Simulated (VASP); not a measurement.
# H (P4/mmm) in VASP: further runs

One crystal, H, is run at these levels: PBE; tasks: single point.

Everything below comes from runs of VASP 6.6.1. Logs are shortened: lines on timing, memory, paths and dates and some standing lists are left out, and cuts for length are marked.

## Step 1: The crystal as given

The structure is tetragonal, space group P4/mmm (No. 123). The conventional cell has a = 2.650 Å, b = 2.650 Å, c = 0.980 Å, α = 90.00°, β = 90.00°, γ = 90.00°. H (site symmetry 4/mmm) is surrounded by 2 H at 0.98 Å.

## Step 2: Single point, PBE

INCAR reads:

```
SYSTEM = H
ADDGRID = .FALSE. ; ALGO = Normal
EDIFF = 1E-6 ; ENCUT = 650
GGA = PE ; ISIF = 2
ISMEAR = 0 ; LASPH = .TRUE.
LCHARG = .FALSE. ; LREAL = .FALSE.
LWAVE = .FALSE. ; NBANDS = 6
NELM = 100 ; PREC = Accurate
SIGMA = 0.05
```

KPOINTS reads:

```
k-points
0
G
  2 2 5
  0 0 0
```

POSCAR reads:

```
H
1.0
    2.6496387389      0.0000000000      0.0000000000
    0.0000000000      2.6496387389      0.0000000000
    0.0000000000      0.0000000000      0.9804929200
H
1
Direct
    0.0000000000      0.0000000000      0.5000000000
```

Potentials or basis: VASP PAW PBE potentials, release 64 (H).

On the command line:

```console
$ cat potpaw_PBE.64/H/POTCAR > POTCAR
$ mpirun -np 1 vasp_std > vasp.out
```

OUTCAR:

```text
SYSTEM = H
   EDIFF = 1E-6
   ENCUT = 650
   GGA = PE
   ISIF = 2
   ISMEAR = 0
   LASPH = .TRUE.
   LREAL = .FALSE.
   NELM = 100
   PREC = Accurate

 Found      9 irreducible k-points:

 Following reciprocal coordinates:
            Coordinates               Weight
  0.000000  0.000000  0.000000      1.000000
  0.500000  0.000000  0.000000      2.000000
  0.500000  0.500000  0.000000      1.000000
  0.000000  0.000000  0.200000      2.000000
  0.500000  0.000000  0.200000      4.000000
  0.500000  0.500000  0.200000      2.000000
   k-points           NKPTS =      9   k-points in BZ     NKDIM =      9   number of bands    NBANDS=      6
   number of dos      NEDOS =    301   number of ions     NIONS =      1
   total plane-waves  NPLWV =   4608
   dimension x,y,z NGX =    24 NGY =   24 NGZ =    8
   dimension x,y,z NGXF=    48 NGYF=   48 NGZF=   16
   ions per type =               1
   NGX,Y,Z   is equivalent  to a cutoff of  15.06, 15.06, 13.56 a.u.
   NGXF,Y,Z  is equivalent  to a cutoff of  30.12, 30.12, 27.13 a.u.
 SYSTEM =  H
   PREC   = accura    normal or accurate (medium, high low for compatibility)
   ISTART =      0    job   : 0-new  1-cont  2-samecut
   ICHARG =      2    charge: 1-file 2-atom 10-const
   ISPIN  =      1    spin polarized calculation?
   LNONCOLLINEAR =      F non collinear calculations
   LSORBIT =      F    spin-orbit coupling
   LASPH  =      T    aspherical Exc in radial PAW
   ENCUT  =  650.0 eV  47.77 Ry    6.91 a.u.   5.51  5.51  2.04*2*pi/ulx,y,z
   NELM   =    100;   NELMIN=  2; NELMDL= -5     # of ELM steps
   EDIFF  = 0.1E-05   stopping-criterion for ELM
   LREAL  =      F    real-space projection
   EDIFFG = 0.1E-04   stopping-criterion for IOM
   NSW    =      0    number of steps for IOM
   IBRION =     -1    ionic relax: 0-MD 1-quasi-New 2-CG
   NFREE  =      0    steps in history (QN), initial steepest desc. (CG)
   ISIF   =      2    stress and relaxation
   ISYM   =      2    0-nonsym 1-usesym 2-fastsym
   POTIM  = 0.5000    time-step for ionic-motion
   TEBEG  =    0.0;   TEEND  =   0.0 temperature during run
   PSTRESS=    0.0 pullay stress
   NELECT =       1.0000    total number of electrons
   NUPDOWN=      -1.0000    fix difference up-down
   EMIN   =  10.00;   EMAX   =-10.00  energy-range for DOS
   EFERMI =   0.00;   METHOD = LEGACY
   ISMEAR =     0;   SIGMA  =   0.05  broadening in eV -4-tet -1-fermi 0-gaus
   EFERMI_NEDOS =   21; number of points for ismear=-14 and -15
   IALGO  =     38    algorithm
   IMIX   =      4    mixing-type and parameters
     AMIX     =   0.40;   BMIX     =  1.00
     AMIX_MAG =   1.60;   BMIX_MAG =  1.00
  volume/ion in A,a.u.               =       6.88        46.45
  Fermi-wavevector in a.u.,A,eV,Ry     =   0.860602  1.626302 10.076956  0.740635
  Thomas-Fermi vector in A             =   1.978131
   LORBIT       =      0    0 simple, 1 ext, 2 COOP (PROOUT), +10 PAW based schemes
   GGA     = PE    functional components
   LHFCALC =     F    Hartree Fock is set to
   AEXX    =    0.0000 exact exchange contribution
   IVDW    =     0    specifies the selected vdW correction
   LEPSILON=     F    determine dielectric tensor
   LRPA    =     F    only Hartree local field effects (RPA)
 non-spin polarized calculation
 Gauss-broadening in eV      SIGMA  =   0.05
  energy-cutoff  :      650.00
  volume of cell :        6.88
 maximum number of plane-waves:       272
 NGX is ok and might be reduce to    24
   NGX = 11   NGY = 11   NGZ =  5

 number of electron       1.0000000 magnetization

 Free energy of the ion-electron system (eV)
  ---------------------------------------------------
  ext. energy  EPLUGINS =         0.00000000
  ---------------------------------------------------
  free energy    TOTEN  =        -2.68959846 eV

  energy without entropy =       -2.68959846  energy(sigma->0) =       -2.68959846

 E-fermi :  -4.5631     XC(G=0):  -6.8372

 val. band max:       -4.9387142215   @ k =   0.5000   0.0000   0.2000
 cond. band min:      -3.8029092221   @ k =   0.5000   0.5000   0.2000
 fundamental gap:      1.1358049994
 Fermi energy:        -4.5630744541

 k-point     1 :       0.0000    0.0000    0.0000
  band No.  band energies     occupation
      1     -12.5519      2.00000
      2       8.3718      0.00000
      3      14.1741      0.00000
      4      14.1741      0.00000
      5      17.1722      0.00000
      6      35.0589      0.00000

 k-point     2 :       0.5000    0.0000    0.0000
  band No.  band energies     occupation
      1     -11.1196      2.00000
      2       1.2409      0.00000
      3      14.9816      0.00000
      4      17.1638      0.00000
      5      22.9445      0.00000
      6      23.0744      0.00000

 k-point     3 :       0.5000    0.5000    0.0000
  band No.  band energies     occupation
      1      -9.9716      2.00000
      2       5.0154      0.00000
      3       5.0154      0.00000
      4       8.6111      0.00000
      5      36.9748      0.00000
      6      43.0939      0.00000

 k-point     4 :       0.0000    0.0000    0.2000
  band No.  band energies     occupation
      1      -6.3567      2.00000
      2      14.5663      0.00000
      3      20.4343      0.00000
      4      20.4343      0.00000
      5      23.4305      0.00000
      6      41.2586      0.00000

 k-point     5 :       0.5000    0.0000    0.2000
  band No.  band energies     occupation
      1      -4.9387      2.00000
      2       7.4995      0.00000
      3      21.1845      0.00000
      4      23.4251      0.00000
      5      29.2041      0.00000
      6      29.3327      0.00000

 k-point     6 :       0.5000    0.5000    0.2000
  band No.  band energies     occupation
      1      -3.8029      0.00000
      2      11.2743      0.00000
      3      11.2743      0.00000
      4      14.8695      0.00000
      5      43.0483      0.00000
      6      49.3635      0.00000

 [... further k-points ...]

------------------------ aborting loop because EDIFF is reached ----------------------------------------

  FORCE on cell =-STRESS in cart. coord.  units (eV):
  Direction    XX          YY          ZZ          XY          YZ          ZX
  --------------------------------------------------------------------------------------
  -------------------------------------------------------------------------------------
  Total       -0.2158797     -0.2158797      1.1556818      0.0000000     -0.0000000     -0.0000000
  in kB      -50.2463487    -50.2463487    268.9868481      0.0000000     -0.0000000     -0.0000000
  external PRESSURE =      56.1647169 kB  Pullay stress =       0.0000000 kB

 VOLUME and BASIS-vectors are now :
 -----------------------------------------------------------------------------
  energy-cutoff  :      650.00
  volume of cell :        6.88
      direct lattice vectors                 reciprocal lattice vectors
     2.649638739  0.000000000  0.000000000     0.377409941  0.000000000  0.000000000
     0.000000000  2.649638739  0.000000000     0.000000000  0.377409941  0.000000000
     0.000000000  0.000000000  0.980492920     0.000000000  0.000000000  1.019895177

 POSITION                                       TOTAL-FORCE (eV/Angst)
 -----------------------------------------------------------------------------------
      0.00000      0.00000      0.49025         0.000000      0.000000      0.000000
 -----------------------------------------------------------------------------------
    total drift:                                0.000000      0.000000      0.000000

  FREE ENERGIE OF THE ION-ELECTRON SYSTEM (eV)
  ---------------------------------------------------
  free  energy   TOTEN  =        -2.6895984632 eV

  energy  without entropy=       -2.6895984632  energy(sigma->0) =       -2.68959846
```

Run time: 0.7 s. Hardware: 1 thread of Intel Xeon 6975P-C (Granite Rapids), shared host; peak memory 0.1 GiB.

These settings aren't checked as converged: the numbers below hold their error.

Results:

* Free energy: -2.6896 eV
* Pressure: 5.6 GPa
* Band gap on the k mesh: none (metal or under the smearing width)

Caveat: the k mesh is coarse (spacing up to 1.28 Å⁻¹), so the values aren't converged.

## Step 3: Single point, PBE

INCAR: that of step 2 with these lines changed.

```diff
@@ -2,3 +2,3 @@
 ADDGRID = .FALSE. ; ALGO = Normal
-EDIFF = 1E-6 ; ENCUT = 650
+EDIFF = 1E-6 ; ENCUT = 280
 GGA = PE ; ISIF = 2
```

KPOINTS reads:

```
k-points
0
G
  3 3 8
  0 0 0
```

POSCAR is that of step 2.

Potentials or basis: VASP PAW PBE potentials, release 64 (H).

On the command line:

```console
$ cat potpaw_PBE.64/H/POTCAR > POTCAR
$ mpirun -np 1 vasp_std > vasp.out
```

OUTCAR:

```text
SYSTEM = H
   EDIFF = 1E-6
   ENCUT = 280
   GGA = PE
   ISIF = 2
   ISMEAR = 0
   LASPH = .TRUE.
   LREAL = .FALSE.
   NELM = 100
   PREC = Accurate

 Found     15 irreducible k-points:

 Following reciprocal coordinates:
            Coordinates               Weight
  0.000000  0.000000  0.000000      1.000000
  0.333333  0.000000  0.000000      4.000000
  0.333333  0.333333  0.000000      4.000000
  0.000000  0.000000  0.125000      2.000000
  0.333333  0.000000  0.125000      8.000000
  0.333333  0.333333  0.125000      8.000000
   k-points           NKPTS =     15   k-points in BZ     NKDIM =     15   number of bands    NBANDS=      6
[... 131 lines left out ...]

  FORCE on cell =-STRESS in cart. coord.  units (eV):
  Direction    XX          YY          ZZ          XY          YZ          ZX
  --------------------------------------------------------------------------------------
  -------------------------------------------------------------------------------------
  Total       -0.4051134     -0.4051134      0.9000633      0.0000000      0.0000000     -0.0000000
  in kB      -94.2908279    -94.2908279    209.4912237      0.0000000      0.0000000     -0.0000000
  external PRESSURE =       6.9698560 kB  Pullay stress =       0.0000000 kB

 VOLUME and BASIS-vectors are now :
 -----------------------------------------------------------------------------
  energy-cutoff  :      280.00
  volume of cell :        6.88
      direct lattice vectors                 reciprocal lattice vectors
     2.649638739  0.000000000  0.000000000     0.377409941  0.000000000  0.000000000
     0.000000000  2.649638739  0.000000000     0.000000000  0.377409941  0.000000000
     0.000000000  0.000000000  0.980492920     0.000000000  0.000000000  1.019895177

 POSITION                                       TOTAL-FORCE (eV/Angst)
 -----------------------------------------------------------------------------------
      0.00000      0.00000      0.49025         0.000000      0.000000      0.000000
 -----------------------------------------------------------------------------------
    total drift:                               -0.000000     -0.000000      0.000000

  FREE ENERGIE OF THE ION-ELECTRON SYSTEM (eV)
  ---------------------------------------------------
  free  energy   TOTEN  =        -2.7059141355 eV

  energy  without entropy=       -2.7042967974  energy(sigma->0) =       -2.70510547
```

OSZICAR:

```text
N       E                     dE             d eps       ncg     rms          rms(c)
DAV:   1    -0.273693678714E+01   -0.27369E+01   -0.11870E+02   216   0.382E+01
DAV:   2    -0.277941507035E+01   -0.42478E-01   -0.42478E-01   240   0.399E+00
DAV:   3    -0.277942313333E+01   -0.80630E-05   -0.80625E-05   228   0.517E-02
DAV:   4    -0.277942313433E+01   -0.99215E-09   -0.12049E-08   252   0.577E-04
DAV:   5    -0.277942313421E+01    0.11883E-09   -0.14554E-12   204   0.475E-06    0.178E+00
DAV:   6    -0.272992955207E+01    0.49494E-01   -0.16371E-02   192   0.395E-01    0.106E+00
DAV:   7    -0.270493492843E+01    0.24995E-01   -0.37021E-02   192   0.626E-01    0.896E-02
DAV:   8    -0.270589121604E+01   -0.95629E-03   -0.76612E-04   180   0.111E-01    0.867E-03
DAV:   9    -0.270591116586E+01   -0.19950E-04   -0.13436E-05   222   0.169E-02    0.377E-03
DAV:  10    -0.270591413527E+01   -0.29694E-05   -0.24434E-06   186   0.752E-03    0.413E-04
DAV:  11    -0.270591413546E+01   -0.19313E-09   -0.64260E-09   162   0.385E-04
   1 F= -.27059141E+01 E0= -.27051055E+01  d E =-.161734E-02
```

Wall time 0.6 s (1 thread of Intel Xeon 6975P-C (Granite Rapids), shared host); peak memory 0.1 GiB.

The run converged, but some of its settings lie outside the range that counts as converged, so its numbers aren't taken as properties of the crystal.

Results:

```yaml
Free_energy: -2.7059 eV
Band_gap_on_the_k_mesh: none (metal or under the smearing width)
```

Caveat: the k mesh is coarse (spacing up to 0.80 Å⁻¹), so the values aren't converged; the cutoff is under 1.25 times the usual one of these potentials, so pressure, stress and relaxed cells hold a basis-set (Pulay) error.
